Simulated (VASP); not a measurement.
**GaN: single point with PBE**

Crystal: GaN.

```
Ga N
1.0
     0.00000    2.13524    2.13524
     2.13524    0.00000    2.13524
     2.13524    2.13524    0.00000
Ga N
1 1
Direct
  0.00000 0.00000 0.00000
  0.50000 0.50000 0.50000
```

Measurements of this composition are mostly on another form, of space group No. 186.

* Program: VASP 6.6.1
* Task: single point
* Functional: PBE
* Potentials or basis: VASP PAW PBE potentials, release 64 (Ga_d_GW, N_GW)
* Cutoff: 500 eV
* k mesh: 7 × 7 × 7
* Occupations: gaussian, width 0.02 eV
* Spin: no spin polarisation
* Further INCAR settings: ALGO = Normal; EDIFF = 1e-06; NBANDS = 16

| Quantity | Value |
| --- | --- |
| Pressure | -0.7 GPa |
| Band gap on the k mesh | 0.81 eV, indirect (least direct gap 2.37 eV) |

Levels at points of the mesh, in eV from the valence-band top:
| k point | band 5 | band 6 | band 7 | band 8 | band 9 | band 10 | band 11 | band 12 | band 13 | band 14 |
| --- | --- | --- | --- | --- | --- | --- | --- | --- | --- | --- |
| (0.00, 0.00, 0.00) | -13.94 | -13.94 | -0.44 | -0.44 | -0.44 | 1.93 | 14.48 | 14.48 | 14.48 | 15.41 |

Wall time 6.4 s on 1 thread of Intel(R) Xeon(R) 6975P-C (Granite Rapids), on a shared host, peak memory 0.13 GiB.

Caveat: the cutoff is under 1.25 times the usual one of these potentials, so pressure, stress and relaxed cells hold a basis-set (Pulay) error; an odd mesh through Γ misses points on the zone boundary, where band edges often lie.
